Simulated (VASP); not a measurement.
Input of a VASP 6.6.1 run:

Contents of INCAR:

```
PREC     = Accurate       # precision mode
ENCUT    = 520            # plane-wave cutoff, eV
EDIFF    = 1E-7           # SCF threshold, eV
ISMEAR   = 0              # smearing method
SIGMA    = 0.03           # smearing width, eV
LREAL    = False          # projectors in reciprocal space
LASPH    = True           # aspherical terms in the spheres
NELM     = 80             # most SCF steps
ALGO     = Normal         # electronic algorithm
ISIF     = 3              # what is computed and relaxed
LWAVE    = False          # write WAVECAR
LCHARG   = False          # write CHGCAR
GGA      = PS             # functional
IBRION   = 2              # ionic algorithm
NSW      = 60             # ionic steps
EDIFFG   = -0.01          # ionic threshold
```

KPOINTS

```
Automatic mesh
0
Gamma
  4 4 4
```

File POSCAR:

```
InGa3As4
1.0
    0.0000000000      5.7600000000      5.7600000000
    5.7600000000      0.0000000000      5.7600000000
    5.7600000000      5.7600000000      0.0000000000
In Ga As
2 6 8
Direct
    0.0000000000      0.0000000000      0.0000000000
    0.5000000000      0.5000000000      0.5000000000
    0.0000000000      0.0000000000      0.5000000000
    0.0000000000      0.5000000000      0.0000000000
    0.0000000000      0.5000000000      0.5000000000
    0.5000000000      0.0000000000      0.0000000000
    0.5000000000      0.0000000000      0.5000000000
    0.5000000000      0.5000000000      0.0000000000
    0.1250000000      0.1250000000      0.1250000000
    0.1250000000      0.1250000000      0.6250000000
    0.1250000000      0.6250000000      0.1250000000
    0.1250000000      0.6250000000      0.6250000000
    0.6250000000      0.1250000000      0.1250000000
    0.6250000000      0.1250000000      0.6250000000
    0.6250000000      0.6250000000      0.1250000000
    0.6250000000      0.6250000000      0.6250000000
```

Potentials or basis: VASP PAW PBE potentials, release 64 (In_d, Ga_d, As).

Run with:

```sh
$ cat potpaw_PBE.64/In_d/POTCAR potpaw_PBE.64/Ga_d/POTCAR potpaw_PBE.64/As/POTCAR > POTCAR
$ mpirun -np 1 vasp_std > vasp.out
```

(1) Predict the space group after relaxing (to 0.05 Å).

(2) Predict the relaxed volume.

Results:

(1) P-43m (No. 215).

(2) 24.03 Å³/atom.

Caveat: the PAW data sets were made with another functional, which shifts forces and pressure a little.
